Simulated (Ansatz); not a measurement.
The calculation used Ansatz 0.2.0, DFT PBE, scalar-relativistic, plane waves, PAW. Settings: cutoff 420 eV, Γ-centred meshes spaced at most about 0.3 Å⁻¹, and about 0.25 Å⁻¹ or finer for metals (2π included), Gaussian smearing. No spin polarisation.

All energies are static (0 K, no zero-point motion).

Compare these two cells of ZnSe₇, each relaxed at this level.

A. Space group Pm-3m (No. 221), cubic, a = 5.592 Å. Around Zn lie 6 Se at 2.80 Å; around Se on a site of symmetry 4/mmm lie 2 Zn at 2.80 Å and 4 Se at 2.80 Å; Se on a site of symmetry m-3m is surrounded by 6 Se at 2.80 Å; around Se on a second site of symmetry 4/mmm lie 6 Se at 2.80 Å.

B. Space group Cmmm (No. 65), orthorhombic, a = 7.114 Å, b = 7.266 Å, c = 7.016 Å. Zn has 8 Se at 2.98 Å and 4 Se at 3.56–3.63 Å; Se on a site of symmetry m2m has 4 Se at 2.65 Å, 3 Se at 3.43–3.56 Å and 3 Se at 3.84–3.90 Å; around Se on a site of symmetry 2 lie 2 Se at 2.65 Å, 2 Zn at 2.98 Å and 3 Se at 2.98–3.09 Å; Se on a site of symmetry mmm is surrounded by 8 Se at 2.98 Å, 4 Zn at 3.56–3.63 Å and 4 Se at 3.90 Å.

Task: Which form is favoured at zero pressure, and by what margin per atom?

Result: A is lower, by 214 meV/atom. A has space group Pm-3m (No. 221), 21.9 Å³/atom and no gap on its mesh; B has space group Cmmm (No. 65), 22.7 Å³/atom and no gap. Counting Se atoms around Zn (those within 1.25 times the shortest such distance or 1.15 times the sum of covalent radii; a plus sign parts nearer from farther groups; the shortest distance is added where it is long for a bond), A has Zn 6 and B has Zn 8+4 from 3.0 Å. The denser one is the lower, and pressure would at first widen the difference. Even the lower one lies +0.04 eV/atom against the reference forms of the elements (uncorrected), so neither is stable at this level. Both come from invented guesses. The lowest form computed isn't among them: it has space group P3m1 (No. 156), 25.7 Å³/atom and lies 25 meV/atom below the best shown.

Cells relaxed within their symmetry can be saddle points. Some candidate types were left out of the draw beforehand, so a known form may be missing.
